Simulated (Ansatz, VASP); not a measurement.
# Te in VASP and in Ansatz

```
Te
1.0
     4.39775    0.00000    0.00000
    -2.19887    3.80856    0.00000
     0.00000    0.00000    5.84492
Te
3
Direct
  0.74500 0.00000 0.33333
  0.00000 0.74500 0.66667
  0.25500 0.25500 0.00000
```

Change from the starting cell: volume scaled by 0.96, PAW files.

Alike in both runs: task electric field gradients; functional LDA; k mesh 9 × 9 × 6; occupations fermi-dirac, width 0.08 eV; no spin polarisation.

|  | VASP | Ansatz |
| --- | --- | --- |
| version | VASP 6.6.1 | Ansatz 0.2.0 |
| potentials or method | VASP PAW LDA potentials, release 64 (Te) | PAW with Ansatz's default frozen-core files, scalar-relativistic |
| plane-wave cutoff (eV) | 520 | 420 |
| valence electrons in the cell | 18 | 48 |

VASP gave:

- pressure (GPa): 2.1
- largest component of the traceless stress (GPa): 1.33
- rms of the force components (eV/Å): 0.476
- Vzz of the field gradient on the site that differs most (V/Å²): -543.3

Question: Which values does Ansatz return?

Answer: Pressure (GPa): 1.9; largest component of the traceless stress (GPa): 1.21; rms of the force components (eV/Å): 0.447; Vzz of the field gradient on the site that differs most (V/Å²): -569.2.

Atom by atom the forces differ by 0.029 eV/Å (rms over components). The two sets of potentials don't hold the same shells in valence. Ansatz warned: «gradients_without_spin_orbit».

Spin-orbit coupling is left out, which matters for the levels of Te.
